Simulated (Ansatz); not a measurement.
# CuI (P4/nmm): from strained cells to moduli

```yaml
crystal:
  lattice:
    - [4.00563, 0.00000, 0.00000]
    - [0.00000, 4.00563, 0.00000]
    - [0.00000, 0.00000, 6.47364]
  atoms:
    - { symbol: Cu, position: [0.00000, 0.00000, 0.00000] }
    - { symbol: Cu, position: [0.50000, 0.50000, 0.00000] }
    - { symbol: I, position: [0.00000, 0.50000, 0.26146] }
    - { symbol: I, position: [0.50000, 0.00000, 0.73854] }
```

Unless marked otherwise, the numbers come from PBEsol, all-electron LAPW in Ansatz 0.2.0, scalar-relativistic. k mesh 6×6×4, strains of ±0.005, fixed occupations, basis error target 0.5 meV/atom. The cell was relaxed by PAW under this functional, which moved its volume by +14 % from the database entry's.

The cell is tetragonal and carries a residual pressure of 0.01 GPa at this level. Each strain component that symmetry leaves independent is applied at ±0.005, the ions relax wherever a strain frees them, and the stress (tension positive, GPa) is read. Shears are engineering strains, γ = 2ε.

```
strain    size      σxx      σyy      σzz      σyz     σxz      σxy
    xx  -0.005  -0.3170  -0.0198  -0.0324   0.0000  0.0000   0.0000
    xx  +0.005   0.2684  -0.0238   0.0317   0.0000  0.0000   0.0000
    zz  -0.005  -0.0546  -0.0546  -0.0611   0.0000  0.0000   0.0000
    zz  +0.005   0.0098   0.0098   0.0562   0.0000  0.0000   0.0000
    yz  -0.005  -0.0292  -0.0350   0.0008  -0.0106  0.0000   0.0000
    yz  +0.005  -0.0292  -0.0348   0.0010   0.0104  0.0000   0.0000
    xy  -0.005  -0.0212  -0.0212   0.0003   0.0000  0.0000   0.0081
    xy  +0.005  -0.0213  -0.0213   0.0001   0.0000  0.0000  -0.0081
```

A central difference gives one constant, for example C11 ≈ (0.2684 − (-0.3170))/(0.01) = 58.5 GPa; the program then imposes the crystal's symmetry on the whole matrix.

What are the independent elastic constants?

C11 = 58.5, C12 = -0.4, C13 = 6.4, C33 = 11.7, C44 = 2.1, C66 = -1.6 GPa.

Is the crystal stable against homogeneous strain?

The least eigenvalue of the 6×6 matrix is -1.6 GPa, so no: some strain lowers the energy.

How far do the constants move if PAW replaces LAPW in the same cell?

```csv
constant,LAPW (GPa),PAW (GPa),difference
C11,58.5,58.5,0.0
C12,-0.4,-0.5,-0.1
C13,6.4,6.4,0.0
C33,11.7,11.7,0.0
C44,2.1,2.1,0.0
C66,-1.6,-1.7,-0.1
```

Known limits: no dispersion correction, so the spacing and stiffness between layers or molecules are poor; the frozen-core PAW files of the compared runs were fitted under PBE, their cores solved anew for this functional.
